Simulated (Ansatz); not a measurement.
A generator proposed this cell of P.

```cif
data_structure
_symmetry_space_group_name_H-M 'P 1'
_symmetry_Int_Tables_number 1
_cell_length_a 3.0159
_cell_length_b 3.0159
_cell_length_c 2.6272
_cell_angle_alpha 90.000
_cell_angle_beta 90.000
_cell_angle_gamma 121.397
_cell_volume 20.40
loop_
_atom_site_label
_atom_site_type_symbol
_atom_site_fract_x
_atom_site_fract_y
_atom_site_fract_z
_atom_site_occupancy
P1 P 0.00000 0.00000 0.00000 1
```

Theory: DFT PBE, scalar-relativistic, plane waves, PAW in Ansatz 0.2.0. Settings: cutoff 420 eV, Γ-centred mesh 6×6×6 on the computed 1-atom cell, Gaussian smearing of 0.10 eV; no spin polarisation.

Energies count from the standard state of P at the same level. The references include black phosphorus.

Task: What does a single point on this coarse mesh give?

Result: The pressure is -14.5 GPa (the mean over three directions, positive in compression), the largest force is 0.00 eV/Å (symmetry fixes the atoms), and the energy is +0.75 eV/atom against the standard state. The shortest distance is 2.63 Å.

Task: How much does it gain on relaxing, and where does it end?

Result: Relaxing gains about 0.32 eV/atom (the start's value is from the coarse mesh, so the gain is rough) in 16 ionic steps and ends at +0.43 eV/atom on the finer mesh. The symmetry stays Cmmm (No. 65). The volume per atom shrinks by 27.5 %, from 20.4 to 14.8 Å³. The shortest distance goes from 2.63 Å (P–P) to 2.46 Å (P–P). Conventional cell: a = 2.506 Å, b = 4.803 Å, c = 2.456 Å. P has 4 P at 2.46–2.51 Å and 4 P at 2.71 Å.

The last run used a 24×24×22 mesh (in the run's order of axes) for its 1-atom cell and Gaussian smearing of 0.10 eV. The reference form of P is held partly by dispersion forces, which this level lacks. The relaxation can't lower the symmetry of the start. Symmetry constrained the relaxation, so the result can be a saddle point. Another cell of P relaxed alike, in R-3m, lies 0.39 eV/atom lower, so this cell isn't the stable form at this level.
